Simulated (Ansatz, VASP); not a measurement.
One calculation of Ge3S, two programs

```
Ge S
1.0
    -2.68415    2.68415    2.68415
     2.68415   -2.68415    2.68415
     2.68415    2.68415   -2.68415
Ge S
3 1
Direct
  0.00000 0.50000 0.50000
  0.50000 0.00000 0.50000
  0.50000 0.50000 0.00000
  0.00000 0.00000 0.00000
```

Change from the starting cell: species swapped into the Sb3Au type (Im-3m, No. 229).

Alike in both runs: functional PBE; k mesh 12 × 12 × 12; occupations gaussian, width 0.1 eV; no spin polarisation.

Ansatz relaxed the structure, and its values are those at the end. VASP's run is a single point on that final structure, the one shown.

|  | VASP | Ansatz |
| --- | --- | --- |
| version | VASP 6.6.1 | Ansatz 0.2.0 |
| potentials or method | VASP PAW PBE potentials, release 64 (Ge_d, S) | scalar-relativistic, plane waves, PAW |
| plane-wave cutoff (eV) | 520 | 420 |
| valence electrons in the cell | 48 | 48 |

Ansatz gave:

```
gap on the k mesh at the Fermi level (eV) : none
pressure (GPa)                            : 0.0
```

Problem. What did VASP give for the same quantities?

Solution. gap on the k mesh at the Fermi level (eV): none; pressure (GPa): 0.2.

A gap of «none» marks a metal or a gap that the smearing closes.
